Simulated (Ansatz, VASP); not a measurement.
**KI: 3 runs at one level of theory**

The starting cell:

```
CELL_PARAMETERS angstrom
0.00000 3.53277 3.53277
3.53277 0.00000 3.53277
3.53277 3.53277 0.00000
ATOMIC_POSITIONS crystal
I 0.50000 0.50000 0.50000
K 0.00000 0.00000 0.00000
```

Alike in all runs: task relaxation of cell and atoms; functional PBEsol; k mesh 7 × 7 × 7; occupations fermi-dirac, width 0.05 eV; no spin polarisation; no spin-orbit coupling.

| program and potentials | plane-wave cutoff (eV) | notes | equilibrium volume (Å³/atom) |
| --- | --- | --- | --- |
| Ansatz, Ansatz PAW | 420 | potentials made for PBE, which Ansatz adapts in part; 13 valence electrons an atom on average | 42.97 |
| VASP, PBE PAW files I, K_sv, 600 eV | 600 | potentials made for PBE; 8 valence electrons an atom on average | 43.16 |
| Ansatz, all-electron LAPW, scalar-relativistic | - | - | 42.98 |

The equilibrium volume spans 42.97 (Ansatz, Ansatz PAW) to 43.16 Å³/atom (VASP, PBE PAW files I, K_sv, 600 eV), with all-electron results at 42.98. Relaxations stop with a little pressure left, so the last digit of a volume isn't settled.

The functional is the same throughout but for its coding, so the spread measures potentials, basis and numerics; runs on potential files found faulty are left out.
